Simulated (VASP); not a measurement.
# PtSe2: work function with HSE06

Sheet: PtSe2, a sheet with vacuum.

```
Se Pt
1.0
     3.68921    0.00000    0.00000
    -1.84461    3.19495    0.00000
     0.00000    0.00000   18.62000
Se Pt
2 1
Direct
  0.33333 0.66667 0.42878
  0.66667 0.33333 0.57122
  0.00000 0.00000 0.50000
```

The cell was built by a generator and needn't be a form met in nature.

- Program: VASP 6.6.1
- Task: work function
- Functional: HSE06
- Potentials or basis: VASP PAW PBE potentials, release 64 (Se, Pt)
- Cutoff: 520 eV
- k mesh: 6 × 6 × 1
- Occupations: gaussian, width 0.03 eV
- Spin: no spin polarisation
- Grid for exact exchange (PRECFOCK): Fast
- Dipole correction: yes
- Screening parameter: 0.2 1/A
- Further INCAR settings: ALGO = Normal; EDIFF = 1e-06

- Largest force: 0.298 eV/Å
- Band gap on the k mesh: 2.20 eV, indirect (least direct gap 2.36 eV)
- Ionisation potential of the upper face: 6.12 eV

Forces on the atoms (eV/Å):
```
Se   0.000  0.000  0.298
Se   0.000  0.000 -0.298
Pt   0.000  0.000  0.000
```

Levels at points of the mesh, in eV from the valence-band top:
```tsv
k point	band 9	band 10	band 11	band 12	band 13	band 14
(0.00, 0.00, 0.00)	-0.75	0.00	0.00	3.64	3.64	5.25
(0.50, 0.00, 0.00)	-2.61	-2.03	-1.71	3.12	3.39	5.54
```

It took 110 s on 4 MPI ranks on Intel(R) Xeon(R) Platinum 8488C (Sapphire Rapids), on a shared host, peak memory 0.42 GiB a rank.

Caveat: the PAW data sets were made with another functional, which shifts forces and pressure a little; spin-orbit coupling is left out, which moves the levels of the heavy elements.
